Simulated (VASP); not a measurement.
Wanted: the native input for a VASP 6.6.1 run.

```yaml
Task: single point
Functional: PBEsol
Potentials_or_basis: VASP PAW PBE potentials, release 64 (Ba_sv, Zr_sv, O)
Cutoff: 520 eV
k_mesh: 6 × 6 × 6
Occupations: gaussian, width 0.02 eV
Spin: no spin polarisation
Dipole_correction: no
Further_INCAR_settings: ALGO = Normal; EDIFF = 1e-07; NBANDS = 28
```

The structure of BaZrO3 lies in POSCAR:

```
BaZrO3
1.0
    4.1432224964      0.0000000000      0.0000000000
    0.0000000000      4.1432224964      0.0000000000
    0.0000000000      0.0000000000      4.2260251366
Ba Zr O
1 1 3
Direct
    0.0000000000      0.0000000000      0.0000000000
    0.5000000000      0.5000000000      0.5000000000
    0.5000000000      0.5000000000      0.0000000000
    0.5000000000      0.0000000000      0.5000000000
    0.0000000000      0.5000000000      0.5000000000
```

The cell was built by a generator and isn't the measured one.

The input as run:

INCAR

```
ALGO     = Normal         # electronic algorithm
EDIFF    = 1E-7           # SCF threshold, eV
ENCUT    = 520            # plane-wave cutoff, eV
GGA      = PS             # functional
ISIF     = 2              # what is computed and relaxed
ISMEAR   = 0              # smearing method
LASPH    = T              # aspherical terms in the spheres
LCHARG   = T              # write CHGCAR
LELF     = T              # ELF
LREAL    = F              # projectors in reciprocal space
LVHAR    = T            
LWAVE    = F              # write WAVECAR
NBANDS   = 28             # bands
NELM     = 100            # most SCF steps
PREC     = Accurate       # precision mode
SIGMA    = 0.02           # smearing width, eV
```

KPOINTS

```
k-points
0
Gamma
  6 6 6
```

Potentials or basis: VASP PAW PBE potentials, release 64 (Ba_sv, Zr_sv, O).

The run is started by

```sh
$ cat potpaw_PBE.64/Ba_sv/POTCAR potpaw_PBE.64/Zr_sv/POTCAR potpaw_PBE.64/O/POTCAR > POTCAR
$ mpirun -np 1 vasp_std > vasp.out
```

Results of the run:

The pressure is 2.5 GPa. The band gap on the k mesh is 3.08 eV, indirect (least direct gap 3.29 eV).

Caveat: the PAW data sets were made with another functional, which shifts forces and pressure a little; spin-orbit coupling is left out, which moves the levels of the heavy elements.

Run time: 26 s on 1 thread of Intel(R) Xeon(R) 6975P-C (Granite Rapids), with other jobs on the host, peak memory 0.23 GiB.
